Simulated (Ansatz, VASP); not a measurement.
One calculation of Mg, two programs

```xyz
2
Lattice="3.1894 0.0000 0.0000 -1.5947 2.7621 0.0000 0.0000 0.0000 5.1082" Properties=species:S:1:pos:R:3 pbc="T T T"
Mg    0.0000    1.8414    1.2771
Mg    1.5947    0.9207    3.8312
```

The cell was built by a generator and needn't be a form met in nature.

Alike in both runs: functional PBEsol; k mesh 15 × 15 × 8; occupations gaussian, width 0.1 eV; no spin polarisation.

Ansatz relaxed the structure, and its values are those at the end. VASP's run is a single point on that final structure, the one shown.

|  | VASP | Ansatz |
| --- | --- | --- |
| version | VASP 6.6.1 | Ansatz 0.2.0 |
| potentials or method | VASP PAW PBE potentials, release 64 (Mg) | scalar-relativistic, plane waves, PAW |
| plane-wave cutoff (eV) | 520 | 420 |
| valence electrons in the cell | 4 | 20 |

```csv
,VASP,Ansatz,Ansatz less VASP
gap on the k mesh at the Fermi level (eV),none,none,-
pressure (GPa),0.0,0.0,+0.05
```

A gap of «none» marks a metal or a gap that the smearing closes. The two sets of potentials don't hold the same shells in valence.

Caveats: the PAW data sets were made with another functional, which shifts forces and pressure a little (VASP).
